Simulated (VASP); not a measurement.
A run of VASP 6.6.1 is set up as follows.

The input INCAR:

```
ALGO     = Normal         # electronic algorithm
EDIFF    = 1E-7           # SCF threshold, eV
ENCUT    = 520            # plane-wave cutoff, eV
GGA      = PE             # functional
ISIF     = 2              # what is computed and relaxed
ISMEAR   = 0              # smearing method
LASPH    = True           # aspherical terms in the spheres
LCHARG   = False          # write CHGCAR
LREAL    = False          # projectors in reciprocal space
LWAVE    = False          # write WAVECAR
NELM     = 60             # most SCF steps
PREC     = Accurate       # precision mode
SIGMA    = 0.1            # smearing width, eV
```

KPOINTS

```
k-points
0
Gamma
  6 6 4
```

File POSCAR:

```
Ti
1.0
    2.9500000000      0.0000000000      0.0000000000
   -1.4750000000      2.5547749400      0.0000000000
    0.0000000000      0.0000000000      4.6800000000
Ti
2
Direct
    0.3333333300      0.6666666700      0.2500000000
    0.6666666700      0.3333333300      0.7500000000
```

Potentials or basis: VASP PAW PBE potentials, release 64 (Ti_sv).

The run is started by

```bash
$ cat potpaw_PBE.64/Ti_sv/POTCAR > POTCAR
$ mpirun -np 1 vasp_std > vasp.out
```

Problem. Estimate the pressure.

Solution. -1.7 GPa.

Problem. Estimate the band gap on the k mesh.

Solution. None (metal or under the smearing width).

Stress tensor (GPa, compression positive):
```
-1.97  0.00  0.00
 0.00 -1.97  0.00
 0.00  0.00 -1.25
```

Caveat: the k mesh is coarse (spacing up to 0.41 Å⁻¹), so the values aren't converged.
